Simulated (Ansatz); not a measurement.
The calculation used Ansatz 0.2.0, DFT PBE, scalar-relativistic, plane waves, PAW. Settings: cutoff 420 eV, Γ-centred meshes spaced at most about 0.3 Å⁻¹, and about 0.25 Å⁻¹ or finer for metals (2π included), Gaussian smearing. No spin polarisation.

All energies are static (0 K, no zero-point motion).

Two relaxed structures of Ta₅Si:

A.

```xyz
6
Lattice="-3.1872 3.1872 2.6347 3.1872 -3.1872 2.6347 3.1872 3.1872 -2.6347" Properties=species:S:1:pos:R:3 pbc="T T T"
Ta    0.0000    0.0000    2.6347
Ta    1.0244    4.2115    1.3173
Ta    2.1628    1.0244    1.3173
Ta   -1.0244    2.1628    1.3173
Ta    4.2115   -1.0244    1.3173
Si    0.0000    0.0000    0.0000
```

B.

```xyz
6
Lattice="4.6392 0.0000 0.0000 -2.3196 4.0176 0.0000 0.0000 0.0000 5.6001" Properties=species:S:1:pos:R:3 pbc="T T T"
Ta    0.0000    0.0000    2.8001
Ta    2.3196    1.3392    3.7818
Ta    2.3196    1.3392    0.9742
Ta    0.0000    2.6784    1.8184
Ta    0.0000    2.6784    4.6260
Si    0.0000    0.0000    0.0000
```

**Question.** Which would you expect to be lower, and how large is the difference?

**Answer.** B is lower, by 41 meV/atom. A has space group I422 (No. 97), 17.8 Å³/atom and no gap on its mesh; B has Ta and Si ordered on bcc sites, space group P-3m1 (No. 164), 17.4 Å³/atom and no gap. Counting Ta atoms around Si (those within 1.25 times the shortest such distance or 1.15 times the sum of covalent radii; a plus sign parts nearer from farther groups), A has Si 10 and B has Si 8+6. In A, Ta on a site of symmetry 422 has 2 Si at 2.63 Å and 8 Ta at 2.73 Å; around Ta on a site of symmetry 2 lie 2 Si at 2.73 Å, 2 Ta at 2.73 Å, 1 Ta at 2.90 Å, 2 Ta at 3.09 Å and 8 Ta at 3.34–3.38 Å; Si is surrounded by 10 Ta at 2.63–2.73 Å. In B, Ta on a site of symmetry -3m is surrounded by 2 Si at 2.80 Å, 6 Ta at 2.85 Å and 6 Ta at 3.24 Å; Ta on a site of symmetry 3m is surrounded by 8 Ta at 2.79–2.85 Å, 3 Si at 3.24 Å and 3 Ta at 3.32 Å; Si has 8 Ta at 2.80–2.85 Å and 6 Ta at 3.24 Å; 1 more site not described. Both come from invented guesses. The lowest form computed isn't among them: it has space group P4/mmm (No. 123), 17.4 Å³/atom and lies 132 meV/atom below the best shown.

These runs have no spin–orbit coupling, which can matter for Ta. Cells relaxed within their symmetry can be saddle points. Some types were kept out of the candidates beforehand, so the set may lack a known form.
